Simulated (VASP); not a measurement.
Input of a VASP 6.6.1 run:

Contents of INCAR:

```
PREC = Accurate
ENCUT = 600
EDIFF = 1E-6
ISMEAR = 0
SIGMA = 0.03
LREAL = False
LASPH = True
NELM = 150
ALGO = Normal
ISIF = 3
LWAVE = False
LCHARG = False
ISPIN = 2
MAGMOM = 3 0
LORBIT = 11
LMAXMIX = 4
LDAU = True
LDAUTYPE = 2
LDAUL = 2 -1
LDAUU = 3.32 0
LDAUJ = 0 0
LDAUPRINT = 1
GGA = PE
IBRION = 2
NSW = 90
EDIFFG = -0.01
AMIX = 0.2
BMIX = 1E-4
AMIX_MAG = 0.8
BMIX_MAG = 1E-4
```

KPOINTS

```
Automatic mesh
0
Gamma
  12 12 12
```

File POSCAR:

```
CoO
1.0
    0.0000000000      2.1315000000      2.1315000000
    2.1315000000      0.0000000000      2.1315000000
    2.1315000000      2.1315000000      0.0000000000
Co O
1 1
Direct
    0.0000000000      0.0000000000      0.0000000000
    0.5000000000      0.5000000000      0.5000000000
```

Potentials or basis: VASP PAW PBE potentials, release 64 (Co, O).

Command:

```console
$ cat potpaw_PBE.64/Co/POTCAR potpaw_PBE.64/O/POTCAR > POTCAR
$ mpirun -np 1 vasp_std > vasp.out
```

(1) Estimate the site moments.

(2) What does it give for the band gap on the k mesh?

(3) What does it give for the relaxed volume?

Results:

(1) Co +2.73; O +0.26 μB.

(2) none (metal or under the smearing width).

(3) 9.55 Å³/atom.

Caveat: a cell with one magnetic atom can't hold antiferromagnetic order, which such compounds often take.
